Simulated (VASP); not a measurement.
# NaCl (Fm-3m) in VASP: notebook, part 3 of 3

VASP 6.6.1. The steps go on from the part before.

## Step 6: Relaxation of cell and atoms, PBEsol

Contents of INCAR:

```
SYSTEM = NaCl
ALGO = Normal ; EDIFF = 1E-7
EDIFFG = -0.005 ; ENCUT = 600
GGA = PS ; IBRION = 2
ISIF = 3 ; ISMEAR = 0
LASPH = .TRUE. ; LCHARG = .FALSE.
LREAL = .FALSE. ; LWAVE = .FALSE.
NELM = 80 ; NSW = 90
PREC = Accurate ; SIGMA = 0.03
```

Contents of KPOINTS:

```
k-points
0
G
  8 8 8
  0 0 0
```

Contents of POSCAR:

```
NaCl                                    
1.0
    0.0000000000      2.8051740243      2.8051740243
    2.8051740243      0.0000000000      2.8051740243
    2.8051740243      2.8051740243     -0.0000000000
  Na              Cl            
     1     1
Direct
     0.0000000000000000    0.0000000000000000    0.0000000000000000
     0.5000000000000000    0.5000000000000000    0.5000000000000000
```

Potentials or basis: VASP PAW PBE potentials, release 64 (Na_pv, Cl).

Launch:

```sh
$ cat potpaw_PBE.64/Na_pv/POTCAR potpaw_PBE.64/Cl/POTCAR > POTCAR
$ mpirun -np 1 vasp_std > vasp.out
```

OUTCAR:

```text
SYSTEM = NaCl
   EDIFF = 1E-7
   EDIFFG = -0.005
   ENCUT = 600
   GGA = PS
   IBRION = 2
   ISIF = 3
   ISMEAR = 0
   LASPH = .TRUE.
   LREAL = .FALSE.
   NELM = 80
   NSW = 90
   PREC = Accurate

 ion  position               nearest neighbor table
   1  0.000  0.000  0.000-
   2  0.500  0.500  0.500-

  LATTYP: Found a face centered cubic cell.
 ALAT       =     5.6103480486

  Lattice vectors:

 A1 = (   0.0000000000,   2.8051740243,   2.8051740243)
 A2 = (   2.8051740243,   0.0000000000,   2.8051740243)
 A3 = (   2.8051740243,   2.8051740243,   0.0000000000)

Analysis of symmetry for initial positions (statically):
=====================================================================
 Subroutine PRICEL returns:
 Original cell was already a primitive cell.

 Routine SETGRP: Setting up the symmetry group for a
 face centered cubic supercell.

 Subroutine GETGRP returns: Found 48 space group operations
 (whereof 48 operations were pure point group operations)
 out of a pool of 48 trial point group operations.

The static configuration has the point symmetry O_h .

Analysis of symmetry for dynamics (positions and initial velocities):
=====================================================================
 Subroutine PRICEL returns:
 Original cell was already a primitive cell.

 Routine SETGRP: Setting up the symmetry group for a
 face centered cubic supercell.

 Subroutine GETGRP returns: Found 48 space group operations
 (whereof 48 operations were pure point group operations)
 out of a pool of 48 trial point group operations.

The dynamic configuration has the point symmetry O_h .

 Subroutine INISYM returns: Found 48 space group operations
 (whereof 48 operations are pure point group operations),
 and found     1 'primitive' translations

[... 173 lines left out ...]
  ---------------------------------------------------
  free  energy   TOTEN  =        -6.9986418018 eV

  energy  without entropy=       -6.9986418018  energy(sigma->0) =       -6.99864180

--------------------------------------- Ionic step        2  -------------------------------------------

 number of electron      14.0000009 magnetization

 Free energy of the ion-electron system (eV)
  ---------------------------------------------------
  ext. energy  EPLUGINS =         0.00000000
  ---------------------------------------------------
  free energy    TOTEN  =        -6.99866264 eV

  energy without entropy =       -6.99866264  energy(sigma->0) =       -6.99866264

 E-fermi :  -0.4930     XC(G=0):  -8.4093

 val. band max:       -0.6850443652   @ k =   0.0000   0.0000   0.0000
 cond. band min:       4.3106895103   @ k =   0.0000   0.0000   0.0000
 fundamental gap:      4.9957338755
 Fermi energy:        -0.4929667917

 k-point     1 :       0.0000    0.0000    0.0000
  band No.  band energies     occupation
      1     -21.3042      2.00000
      2     -21.3042      2.00000
      3     -21.3042      2.00000
      4     -13.3689      2.00000
      5      -0.6850      2.00000
      6      -0.6850      2.00000
      7      -0.6850      2.00000
      8       4.3107      0.00000
      9      10.3292      0.00000
     10      10.3292      0.00000
     11      10.3292      0.00000
[... 309 lines left out ...]
 k-point    24 :      -0.3750    0.2500    0.1250
  band No.  band energies     occupation
      1     -21.3308      2.00000
      2     -21.3133      2.00000
      3     -21.3091      2.00000
      4     -12.9708      2.00000
      5      -2.4240      2.00000
      6      -1.4925      2.00000
      7      -1.1195      2.00000
      8       7.5050      0.00000
      9       8.8445      0.00000
     10       9.4804      0.00000
     11      11.0015      0.00000

 [... further k-points ...]

------------------------ aborting loop because EDIFF is reached ----------------------------------------

  FORCE on cell =-STRESS in cart. coord.  units (eV):
  Direction    XX          YY          ZZ          XY          YZ          ZX
  --------------------------------------------------------------------------------------
  -------------------------------------------------------------------------------------
  Total       -0.0073987     -0.0073987     -0.0073987     -0.0000000     -0.0000000     -0.0000000
  in kB       -0.2688844     -0.2688844     -0.2688844     -0.0000000     -0.0000000     -0.0000000
  external PRESSURE =      -0.2688844 kB  Pullay stress =       0.0000000 kB

 VOLUME and BASIS-vectors are now :
 -----------------------------------------------------------------------------
  energy-cutoff  :      600.00
  volume of cell :       44.09
      direct lattice vectors                 reciprocal lattice vectors
    -0.000000000  2.803863451  2.803863451    -0.178325375  0.178325375  0.178325375
     2.803863451 -0.000000000  2.803863451     0.178325375 -0.178325375  0.178325375
     2.803863451  2.803863451 -0.000000000     0.178325375  0.178325375 -0.178325375

 POSITION                                       TOTAL-FORCE (eV/Angst)
 -----------------------------------------------------------------------------------
      0.00000      0.00000      0.00000         0.000000     -0.000000      0.000000
      2.80386      2.80386      2.80386        -0.000000      0.000000     -0.000000
 -----------------------------------------------------------------------------------
    total drift:                                0.000000     -0.000000     -0.000000

  FREE ENERGIE OF THE ION-ELECTRON SYSTEM (eV)
  ---------------------------------------------------
  free  energy   TOTEN  =        -6.9986626353 eV

  energy  without entropy=       -6.9986626353  energy(sigma->0) =       -6.99866264

 reached required accuracy - stopping structural energy minimisation
```

OSZICAR:

```text
N       E                     dE             d eps       ncg     rms          rms(c)
DAV:   1     0.981727863957E+02    0.98173E+02   -0.78835E+03   641   0.143E+03
DAV:   2     0.155356235461E+01   -0.96619E+02   -0.91099E+02   726   0.289E+02
DAV:   3    -0.696024425678E+01   -0.85138E+01   -0.84546E+01   773   0.842E+01
[... 13 lines left out ...]
DAV:   1    -0.699883349832E+01   -0.19169E-03   -0.38945E-03   719   0.974E-01    0.852E-02
DAV:   2    -0.699868686708E+01    0.14663E-03   -0.24049E-04   719   0.171E-01    0.344E-02
DAV:   3    -0.699866314297E+01    0.23724E-04   -0.57923E-05   722   0.889E-02    0.163E-02
DAV:   4    -0.699866265968E+01    0.48330E-06   -0.17801E-06   939   0.176E-02    0.136E-03
DAV:   5    -0.699866263527E+01    0.24402E-07   -0.18177E-07   383   0.431E-03
   2 F= -.69986626E+01 E0= -.69986626E+01  d E =-.208334E-04
```

CONTCAR:

```text
NaCl
   1.00000000000000
    -0.0000000000000000    2.8038634506065008    2.8038634506065008
     2.8038634506065008   -0.0000000000000000    2.8038634506065008
     2.8038634506065008    2.8038634506065008   -0.0000000000000000
  Na              Cl
     1     1
Direct
     0.0000000000000000    0.0000000000000000    0.0000000000000000
     0.5000000000000000    0.5000000000000000    0.5000000000000000

  0.00000000E+00  0.00000000E+00  0.00000000E+00
  0.00000000E+00  0.00000000E+00  0.00000000E+00
```

It took 12 s on 1 thread of Intel Xeon Platinum 8375C at 2.90GHz (Ice Lake), shared host; peak memory 0.17 GiB.

What came out:

| Property | Result |
| --- | --- |
| Free energy | -6.9987 eV |
| Relaxed volume | 22.04 Å³/atom |
| Relaxed cell | a = 3.965 Å, b = 3.965 Å, c = 3.965 Å, α = 60.00°, β = 60.00°, γ = 60.00° |
| Space group after relaxing (to 0.05 Å) | Fm-3m (No. 225) |
| Energy gained by relaxing | 0.0 meV/atom |
| Ionic steps | 2 |
| Pressure after relaxing | 0.0 GPa |
| Band gap on the k mesh | 5.00 eV, direct |

Final structure:
```
Na Cl
1.0
     0.00000    2.80386    2.80386
     2.80386    0.00000    2.80386
     2.80386    2.80386    0.00000
Na Cl
1 1
Direct
  0.00000 0.00000 0.00000
  0.50000 0.50000 0.50000
```

Caveat: the PAW data sets were made with another functional, which shifts forces and pressure a little. Expect the measured gap to be larger: semilocal functionals such as PBEsol lack the derivative discontinuity.
